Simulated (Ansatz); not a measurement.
# Nb in Ansatz: convergence with scf exx energy threshold

Input of the first run (scf exx energy threshold 0.01); the others differ in this setting and in those tied to it:

Contents of input.yaml:

```yaml
crystal:
  lattice:
    - [2.71964, 0.0, 0.0]
    - [0.0, 2.71964, 0.0]
    - [0.0, 0.0, 2.71964]
  atoms:
    - { symbol: Nb, position: [0.5, 0.5, 0.5] }
hamiltonian:
  xc: hse06
  pseudopotentials: { kind: paw }
kpoints:
  mp_grid: { grid: [5, 5, 5] }
scf:
  occupations: { method: methfessel_paxton, width: 0.1 }
  exx: { energy_threshold: 0.01 }
output:
  forces: true
  stress: true
  eigenvalues: true
```

Potentials or basis: Ansatz PAW.

Launch:

```bash
$ ansatz run input.yaml --threads 2 --pin off --max-ram 5632MiB --backend cpu --events-out ev --progress --plain --runs-dir out
```

The cell was built by a generator and needn't be a form met in nature.

Hardware: 2 threads of Arm Neoverse V1 (shared host).

```
scf exx energy threshold  energy less the tightest run, at zero smearing (meV/atom)  SCF cycles  CPU time (s)  peak memory (GiB)
                    0.01                                                       0.00          15           9.7               0.49
                   0.001                                                       0.00          15           9.9               0.49
                  0.0001                                                       0.00          15           9.8               0.49
                   1e-05                                                       0.00          15            10               0.48
                   1e-06                                                       0.00          16            10               0.49
                   1e-07                                                       0.00          19            11               0.49
```

Against the tightest run, the energy stays within 1 meV/atom from 0.01 on. The tightest run that finished is the yardstick and may itself not be fully converged.

Caveat, for the tightest run too: the k mesh is coarse (spacing up to 0.46 Å⁻¹), so the values aren't converged, least of all with exact exchange.
